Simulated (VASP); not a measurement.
# Al (Fm-3m) in VASP: a series of runs, part 2 of 2

VASP 6.6.1. The steps go on from the part before.

**4. Relaxation of cell and atoms, BLYP+D4**

Contents of INCAR:

```
SYSTEM = Al
AGGAC = 1.0
AGGAX = 1.0
ALDAC = 0.0
ALDAX = 1.0
ALGO = Normal
EDIFF = 1E-7
EDIFFG = -0.01
ENCUT = 600
GGA = B5
IBRION = 2
ISIF = 3
ISMEAR = -1
IVDW = 13
LASPH = .True.
LCHARG = .False.
LREAL = .False.
LWAVE = .False.
NELM = 60
NSW = 40
PREC = Accurate
SIGMA = 0.05
VDW_A1 = 0.44488865
VDW_A2 = 4.0933009
VDW_S6 = 1.0
VDW_S8 = 2.34076671
```

Contents of KPOINTS:

```
k-points
0
Gamma
  11 11 11
  0 0 0
```

Contents of POSCAR:

```
Al
1.0
    0.0000000000      2.0248050000      2.0248050000
    2.0248050000      0.0000000000      2.0248050000
    2.0248050000      2.0248050000      0.0000000000
Al
1
Direct
    0.0000000000      0.0000000000      0.0000000000
```

Potentials or basis: VASP PAW PBE potentials, release 64 (Al).

On the command line:

```bash
$ cat potpaw_PBE.64/Al/POTCAR > POTCAR
$ mpirun -np 1 vasp_std > vasp.out
```

OUTCAR:

```text
SYSTEM = Al
   EDIFF = 1E-7
   EDIFFG = -0.01
   ENCUT = 600
   GGA = B5
   IBRION = 2
   ISIF = 3
   ISMEAR = -1
   IVDW = 13
   LASPH = .True.
   LREAL = .False.
   NELM = 60
   NSW = 40
   PREC = Accurate

 ion  position               nearest neighbor table
   1  0.000  0.000  0.000-

  LATTYP: Found a face centered cubic cell.
 ALAT       =     4.0496100000

  Lattice vectors:

 A1 = (   0.0000000000,   2.0248050000,   2.0248050000)
 A2 = (   2.0248050000,   0.0000000000,   2.0248050000)
 A3 = (   2.0248050000,   2.0248050000,   0.0000000000)

Analysis of symmetry for initial positions (statically):
=====================================================================
 Subroutine PRICEL returns:
 Original cell was already a primitive cell.

 Routine SETGRP: Setting up the symmetry group for a
 face centered cubic supercell.

 Subroutine GETGRP returns: Found 48 space group operations
 (whereof 48 operations were pure point group operations)
 out of a pool of 48 trial point group operations.

The static configuration has the point symmetry O_h .

Analysis of symmetry for dynamics (positions and initial velocities):
=====================================================================
 Subroutine PRICEL returns:
 Original cell was already a primitive cell.

 Routine SETGRP: Setting up the symmetry group for a
 face centered cubic supercell.

 Subroutine GETGRP returns: Found 48 space group operations
 (whereof 48 operations were pure point group operations)
 out of a pool of 48 trial point group operations.

The dynamic configuration has the point symmetry O_h .

 Subroutine INISYM returns: Found 48 space group operations
 (whereof 48 operations are pure point group operations),
 and found     1 'primitive' translations

----------------------------------------------------------------------------------------

                                     Primitive cell

  volume of cell :      16.6027

  direct lattice vectors                    reciprocal lattice vectors
     0.000000000  2.024805000  2.024805000    -0.246937359  0.246937359  0.246937359
     2.024805000  0.000000000  2.024805000     0.246937359 -0.246937359  0.246937359
     2.024805000  2.024805000  0.000000000     0.246937359  0.246937359 -0.246937359

  length of vectors
     2.863506692  2.863506692  2.863506692     0.427708053  0.427708053  0.427708053

  position of ions in fractional coordinates (direct lattice)
     0.000000000  0.000000000  0.000000000

  ion indices of the primitive-cell ions
   primitive index   ion index
                 1           1

----------------------------------------------------------------------------------------

 KPOINTS: k-points

Automatic generation of k-mesh.
 Grid dimensions read from file:
 generate k-points for:   11   11   11

 Generating k-lattice:

  Cartesian coordinates                     Fractional coordinates (reciprocal lattice)
    -0.022448851  0.022448851  0.022448851     0.090909091  0.000000000  0.000000000
     0.022448851 -0.022448851  0.022448851     0.000000000  0.090909091  0.000000000
     0.022448851  0.022448851 -0.022448851     0.000000000  0.000000000  0.090909091

  Length of vectors
     0.038882550  0.038882550  0.038882550

  Shift w.r.t. Gamma in fractional coordinates (k-lattice)
     0.000000000  0.000000000  0.000000000

 Subroutine IBZKPT returns following result:
 ===========================================

 Found     56 irreducible k-points:

 Following reciprocal coordinates:
            Coordinates               Weight
  0.000000  0.000000  0.000000      1.000000
  0.090909  0.000000  0.000000      8.000000
  0.181818  0.000000  0.000000      8.000000
  0.272727  0.000000  0.000000      8.000000
  0.363636  0.000000  0.000000      8.000000
  0.454545  0.000000  0.000000      8.000000
[... 16 lines left out ...]
 -0.272727  0.181818  0.000000     24.000000
 -0.181818  0.181818  0.000000     12.000000
 [... further k-points ...]
   k-points           NKPTS =     56   k-points in BZ     NKDIM =     56   number of bands    NBANDS=      5
   number of dos      NEDOS =    301   number of ions     NIONS =      1
   total plane-waves  NPLWV =  13824
   dimension x,y,z NGX =    24 NGY =   24 NGZ =   24
   dimension x,y,z NGXF=    48 NGYF=   48 NGZF=   48
   ions per type =               1
   NGX,Y,Z   is equivalent  to a cutoff of  13.93, 13.93, 13.93 a.u.
   NGXF,Y,Z  is equivalent  to a cutoff of  27.87, 27.87, 27.87 a.u.
 SYSTEM =  Al
   PREC   = accura    normal or accurate (medium, high low for compatibility)
   ISTART =      0    job   : 0-new  1-cont  2-samecut
   ICHARG =      2    charge: 1-file 2-atom 10-const
   ISPIN  =      1    spin polarized calculation?
   LNONCOLLINEAR =      F non collinear calculations
   LSORBIT =      F    spin-orbit coupling
   LASPH  =      T    aspherical Exc in radial PAW
   ENCUT  =  600.0 eV  44.10 Ry    6.64 a.u.   5.72  5.72  5.72*2*pi/ulx,y,z
   NELM   =     60;   NELMIN=  2; NELMDL= -5     # of ELM steps
   EDIFF  = 0.1E-06   stopping-criterion for ELM
   LREAL  =      F    real-space projection
   EDIFFG = -.1E-01   stopping-criterion for IOM
   NSW    =     40    number of steps for IOM
   IBRION =      2    ionic relax: 0-MD 1-quasi-New 2-CG
   NFREE  =      1    steps in history (QN), initial steepest desc. (CG)
   ISIF   =      3    stress and relaxation
   ISYM   =      2    0-nonsym 1-usesym 2-fastsym
   POTIM  = 0.5000    time-step for ionic-motion
   TEBEG  =    0.0;   TEEND  =   0.0 temperature during run
   PSTRESS=    0.0 pullay stress
   NELECT =       3.0000    total number of electrons
   NUPDOWN=      -1.0000    fix difference up-down
   EMIN   =  10.00;   EMAX   =-10.00  energy-range for DOS
   EFERMI =   0.00;   METHOD = LEGACY
   ISMEAR =    -1;   SIGMA  =   0.05  broadening in eV -4-tet -1-fermi 0-gaus
   EFERMI_NEDOS =   21; number of points for ismear=-14 and -15
   IALGO  =     38    algorithm
   IMIX   =      4    mixing-type and parameters
     AMIX     =   0.40;   BMIX     =  1.00
     AMIX_MAG =   1.60;   BMIX_MAG =  1.00
  volume/ion in A,a.u.               =      16.60       112.04
  Fermi-wavevector in a.u.,A,eV,Ry     =   0.925526  1.748991 11.654733  0.856599
  Thomas-Fermi vector in A             =   2.051390
   LORBIT       =      0    0 simple, 1 ext, 2 COOP (PROOUT), +10 PAW based schemes
   GGA     = B5    functional components
   LHFCALC =     F    Hartree Fock is set to
   AEXX    =    0.0000 exact exchange contribution
   IVDW    =    13    specifies the selected vdW correction
   LEPSILON=     F    determine dielectric tensor
   LRPA    =     F    only Hartree local field effects (RPA)
 conjugate gradient relaxation of ions
 non-spin polarized calculation
  energy-cutoff  :      600.00
  volume of cell :       16.60
 maximum number of plane-waves:       564
   NGX = 11   NGY = 11   NGZ = 11

--------------------------------------- Ionic step        1  -------------------------------------------

 number of electron       3.0000000 magnetization

 Free energy of the ion-electron system (eV)
  ---------------------------------------------------
  ext. energy  EPLUGINS =         0.00000000
  ---------------------------------------------------
  free energy    TOTEN  =        -2.70677416 eV

  energy without entropy =       -2.70282586  energy(sigma->0) =       -2.70480001

------------------------ aborting loop because EDIFF is reached ----------------------------------------

  DFT-D4 for vdW energy calculation

  Edisp (eV):   -0.64920
[... 69 lines left out ...]
--------------------------------------- Ionic step        3  -------------------------------------------

 number of electron       3.0000000 magnetization

 Free energy of the ion-electron system (eV)
  ---------------------------------------------------
  ext. energy  EPLUGINS =         0.00000000
  ---------------------------------------------------
  free energy    TOTEN  =        -2.68439464 eV

  energy without entropy =       -2.68035780  energy(sigma->0) =       -2.68237622

 E-fermi :   8.9063     XC(G=0):  -9.8119

 val. band max:        8.7028813614   @ k =  -0.3636   0.3636   0.0000
 cond. band min:       8.9126199699   @ k =   0.4545   0.1818   0.0909
 fundamental gap:      0.2097386086
 Fermi energy:         8.9063346379

 k-point     1 :       0.0000    0.0000    0.0000
  band No.  band energies     occupation
      1      -2.4970      2.00000
      2      21.6809      0.00000
      3      21.6809      0.00000
      4      21.6809      0.00000
      5      23.3211      0.00000
[... 177 lines left out ...]
 k-point    24 :      -0.1818    0.1818    0.0000
  band No.  band energies     occupation
      1      -0.0628      2.00000
      2      12.7516      0.00000
      3      14.3161      0.00000
      4      20.9777      0.00000
      5      23.0986      0.00000

 [... further k-points ...]

------------------------ aborting loop because EDIFF is reached ----------------------------------------

  DFT-D4 for vdW energy calculation

  Edisp (eV):   -0.67894
[... 24 lines left out ...]
  FREE ENERGIE OF THE ION-ELECTRON SYSTEM (eV)
  ---------------------------------------------------
  free  energy   TOTEN  =        -3.3633354916 eV

  energy  without entropy=       -3.3592986525  energy(sigma->0) =       -3.36131707

 reached required accuracy - stopping structural energy minimisation
```

CONTCAR:

```text
Al
   1.00000000000000
     0.0000000000000000    1.9947570504460592    1.9947570504460592
     1.9947570504460592    0.0000000000000000    1.9947570504460592
     1.9947570504460592    1.9947570504460592   -0.0000000000000000
  Al
     1
Direct
     0.0000000000000000    0.0000000000000000    0.0000000000000000

  0.00000000E+00  0.00000000E+00  0.00000000E+00
```

It took 8.8 s on 1 thread of Intel Xeon 6975P-C (Granite Rapids), shared host; peak memory 0.13 GiB.

What came out:

* Free energy: -3.3633 eV
* Relaxed volume: 15.87 Å³/atom
* Relaxed cell: a = 2.821 Å, b = 2.821 Å, c = 2.821 Å, α = 60.00°, β = 60.00°, γ = 60.00°
* Space group after relaxing (to 0.05 Å): Fm-3m (No. 225)
* Energy gained by relaxing: 7.4 meV/atom
* Ionic steps: 3
* Pressure after relaxing: 0.0 GPa
* Band gap on the k mesh: none (metal or under the smearing width)
* Dispersion energy per atom: -0.679 eV

Step by step:
| step | energy change (eV) | largest force (eV/Å) | pressure (GPa) | volume (Å³) |
| --- | --- | --- | --- | --- |
| 1 | 0.0000 | 0.0000 | -3.11 | 16.60 |
| 2 | -0.0073 | 0.0000 | 0.17 | 15.84 |
| 3 | -0.0074 | 0.0000 | 0.00 | 15.87 |

Final structure:
```xyz
1
Lattice="0.0000 1.9948 1.9948 1.9948 0.0000 1.9948 1.9948 1.9948 0.0000" Properties=species:S:1:pos:R:3 pbc="T T T"
Al    0.0000    0.0000    0.0000
```

Levels at points of the mesh, in eV from the Fermi level:
| k point | band 1 | band 2 | band 3 | band 4 | band 5 |
| --- | --- | --- | --- | --- | --- |
| (0.00, 0.00, 0.00) | -11.40 | 12.77 | 12.77 | 12.77 | 14.41 |

Caveat: the PAW data sets were made with another functional, which shifts forces and pressure a little; pairwise dispersion overbinds metals, which lowers pressure and volume.

**5. Single point, PBE**

Contents of INCAR:

```
SYSTEM = Al
ALGO = Normal
EDIFF = 1E-6
ENCUT = 520
GGA = PE
ISIF = 2
ISMEAR = 0
LASPH = .TRUE.
LCHARG = .FALSE.
LREAL = .FALSE.
LWAVE = .FALSE.
NBANDS = 8
NELM = 100
PREC = Accurate
SIGMA = 0.022
```

Contents of KPOINTS:

```
k-points
0
G
  11 11 11
  0 0 0
```

POSCAR is that of step 4.

On the command line:

```bash
$ cat potpaw_PBE.64/Al/POTCAR > POTCAR
$ mpirun -np 1 vasp_std > vasp.out
```

Run time: 2.9 s. Hardware: 1 thread of Intel Xeon 6975P-C (Granite Rapids), shared host; peak memory 0.12 GiB.

Results (log left out):

| Quantity | Value |
| --- | --- |
| Free energy | -3.7527 eV |
| Pressure | -0.5 GPa |
| Band gap on the k mesh | none (metal or under the smearing width) |

Levels at points of the mesh, in eV from the Fermi level:
```
           k point  band 1  band 2  band 3  band 4  band 5  band 6
(0.00, 0.00, 0.00)  -11.11   12.56   12.56   12.56   14.01   14.01
```

**6. Single point, PBE (grid = ENCUT=400 dk=0.9 cell=2x2x2 ISMEAR=1 SIGMA=0.1 LREAL=Auto EDIFF=1e-06)**

Contents of INCAR:

```
SYSTEM = Al
PREC     = Accurate       ! precision mode
ENCUT    = 400            ! plane-wave cutoff, eV
EDIFF    = 1E-6           ! SCF threshold, eV
ISMEAR   = 1              ! smearing method
SIGMA    = 0.1            ! smearing width, eV
LREAL    = Auto         
LASPH    = .True.         ! aspherical terms in the spheres
NELM     = 120            ! most SCF steps
ALGO     = Fast           ! electronic algorithm
ISIF     = 2              ! what is computed and relaxed
LWAVE    = .False.        ! write WAVECAR
LCHARG   = .False.        ! write CHGCAR
GGA      = PE             ! functional
NBANDS   = 18             ! bands
```

Contents of KPOINTS:

```
regular mesh
0
Gamma
  2 2 2
  0 0 0
```

Contents of POSCAR:

```
Al
1.0
    0.0000000000      4.0496100000      4.0496100000
    4.0496100000      0.0000000000      4.0496100000
    4.0496100000      4.0496100000      0.0000000000
Al
7
Direct
    0.0000000000      0.0000000000      0.5000000000
    0.0000000000      0.5000000000      0.0000000000
    0.0000000000      0.5000000000      0.5000000000
    0.5000000000      0.0000000000      0.0000000000
    0.5000000000      0.0000000000      0.5000000000
    0.5000000000      0.5000000000      0.0000000000
    0.5000000000      0.5000000000      0.5000000000
```

Potentials or basis: VASP PAW PBE potentials, release 64 (Al).

On the command line:

```bash
$ cat potpaw_PBE.64/Al/POTCAR > POTCAR
$ mpirun -np 1 vasp_std > vasp.out
```

Wall time 6.4 s (1 thread of Intel Xeon 6975P-C (Granite Rapids), shared host); peak memory 0.21 GiB.

These settings aren't checked as converged: the numbers below hold their error.

Results:

| Quantity | Value |
| --- | --- |
| Free energy | -22.8530 eV |
| Pressure | -0.3 GPa |
| Band gap on the k mesh | none (metal or under the smearing width) |

Caveat: the k mesh is coarse (spacing up to 0.67 Å⁻¹), so the values aren't converged.

**7. Overview**

| task | level | cell | cutoff (eV) | smearing | gap on the mesh (eV) | pressure (GPa) | relaxed volume (Å³/atom) |
| --- | --- | --- | --- | --- | --- | --- | --- |
| relaxation of cell and atoms | BLYP+D3 | relaxed | 600 | fermi-dirac 0.05 eV | none | 0.0 | 16.45 |
| relaxation of cell and atoms | BLYP+D3(BJ) | relaxed | 600 | fermi-dirac 0.05 eV | none | 0.0 | 15.54 |
| relaxation of cell and atoms | BLYP+D4 | relaxed | 600 | fermi-dirac 0.05 eV | none | 0.0 | 15.87 |
| single point | PBE | as given | 520 | gaussian 0.022 eV | none | -0.5 | - |

Alike in all rows: potentials or basis VASP PAW PBE potentials, release 64 (Al); no spin polarisation; k mesh 11 × 11 × 11.

Caveats: the PAW data sets were made with another functional, which shifts forces and pressure a little (some runs); pairwise dispersion overbinds metals, which lowers pressure and volume (some runs).

Absolute energies hang on the potentials; compare differences alone.

**8. Comparison with measurements**

Step 2. The cell as given is a measured one (16.60 Å³/atom); BLYP+D3 puts the equilibrium volume -0.9 % from it, thermal expansion not counted.

Step 3. The cell as given is a measured one (16.60 Å³/atom); BLYP+D3(BJ) puts the equilibrium volume -6.4 % from it, thermal expansion not counted.

Step 4. The cell as given is a measured one (16.60 Å³/atom); BLYP+D4 puts the equilibrium volume -4.4 % from it, thermal expansion not counted.
